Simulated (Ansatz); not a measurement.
# Cu: the cost of one run

Program: Ansatz 0.2.0. Level of theory: DFT PBE, scalar-relativistic, plane waves, PAW. These are calculated values, not measurements.

4 further runs of the same task are left out: 1 that didn't finish, 3 set aside as unsound or not needed.

## 1. Starting point

Symmetry: P6_3/mmc, No. 194, hexagonal system. The conventional cell has a = 2.566 Å, b = 2.566 Å, c = 8.398 Å, α = 90.00°, β = 90.00°, γ = 120.00°. Around Cu (site symmetry -3m) lie 12 Cu at 2.57 Å. Cu (site symmetry -6m2) is surrounded by 12 Cu at 2.57 Å.

Coordinates:

```
CELL_PARAMETERS angstrom
2.56575 0.00000 0.00000
-1.28287 2.22200 0.00000
0.00000 0.00000 8.39789
ATOMIC_POSITIONS crystal
Cu 0.00000 0.00000 0.00000
Cu 0.33333 0.66667 0.25000
Cu 0.00000 0.00000 0.50000
Cu 0.66667 0.33333 0.75000
```

It goes back to an entry of the Materials Project, which need not be the stable form.

It is the result of an earlier relaxation at this level (volume 11.97 Å³/atom; gap on the mesh: none (metal)).

## 2. Relaxing at 7 GPa

What is minimised here is the enthalpy; the energy can go up as the cell is squeezed.

Contents of input.yaml:

```yaml
crystal:
  lattice:
    - [2.5657481827, 0.0, 0.0]
    - [-1.2828740913, 2.2220031059, 0.0]
    - [0.0, 0.0, 8.3978856937]
  atoms:
    - { symbol: Cu, position: [0.0, 0.0, 0.0] }
    - { symbol: Cu, position: [0.3333333333, 0.6666666667, 0.25] }
    - { symbol: Cu, position: [0.0, 0.0, 0.5] }
    - { symbol: Cu, position: [0.6666666667, 0.3333333333, 0.75] }
basis:
  ecutwfc: 420
kpoints:
  mp_grid: { grid: [18, 18, 6] }
hamiltonian:
  xc: pbe
scf:
  occupations: { method: fermi_dirac, width: 0.15 }
output:
  forces: true
  stress: true
  eigenvalues: true
relax:
  adjacent_minimum: "off"
  f_tol: 0.001
  max_steps: 60
  cell: { stress_tol: 0.02, p_target: 7.0 }
```

Started as:

```bash
> ansatz run input.yaml --threads 1 --pin off --max-ram 3072MiB --backend cpu --events-out ev --progress --plain --runs-dir out
```

**Question.** How long does this run take on 1 thread of Intel Xeon 6975P-C (Granite Rapids), shared host, and how much memory does it need?

About 52 s, with a peak of 0.54 GiB.
